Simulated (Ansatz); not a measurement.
## Ionic part of the dielectric constant of CaF2 at 4 GPa, mode by mode

Theory: DFT PBEsol, scalar-relativistic, plane waves, PAW (Ansatz 0.2.0). Plane waves to 420 eV; Γ-centred k mesh 8×8×8; fixed occupations. No spin polarisation. Phonons by linear response, acoustic sum rule imposed.

The structure is cubic, space group Fm-3m (No. 225). Conventional cell: a = 5.345 Å, b = 5.345 Å, c = 5.345 Å, α = 90.00°, β = 90.00°, γ = 90.00°. Ca (site symmetry m-3m) is surrounded by 8 F at 2.31 Å. F (site symmetry -43m) has 4 Ca at 2.31 Å as nearest neighbours.

The primitive cell has V = 38.18 Å³ and ε∞,zz = 2.353. Each polar mode adds Δε = (4.92064×10⁷/V)·S/ν² along z, with S its oscillator strength in e²/amu, ν in cm⁻¹ and V in Å³.

**Question.** From these modes, find each Δε and ε0,zz.
| ν (cm⁻¹) | S_zz (e²/amu) |
| --- | --- |
| 277.9 | 0.2915 |

**Answer.**
| ν (cm⁻¹) | Δε |
| --- | --- |
| 277.9 | 4.86 |

The sum is 4.863, so ε0,zz = 7.22; the run's tensor has 7.22.

**Question.** Where do the longitudinal modes lie for a wave vector along z?

**Answer.** At 487 cm⁻¹. The Lyddane–Sachs–Teller product Π(ν_LO/ν_TO)² = 3.07 matches ε0/ε∞ = 3.07.

The lattice supplies the larger share of the static dielectric constant, 4.863 against an electronic 2.353, and all of it comes from one polar mode. Fluorite has a single infrared-active optical triplet, in which the Ca and F sublattices move against each other; in the Raman-active mode the two F sublattices move oppositely and their dipoles cancel. Strongly ionic bonding gives the polar displacement a large dipole, while the tightly bound F 2p electrons and wide gap keep electronic screening weak. The same combination lets the macroscopic field stiffen the longitudinal vibration from 277.9 to 487 cm⁻¹.

The electronic part is nevertheless clearly above the measured value for CaF2 at ambient pressure, more than modest compression should account for; the likely cause is the semilocal functional, which makes the electrons too polarisable. Cubic symmetry extends the zz result to every direction, but a single volume doesn't show how strongly pressure changes the ionic response through mode hardening.
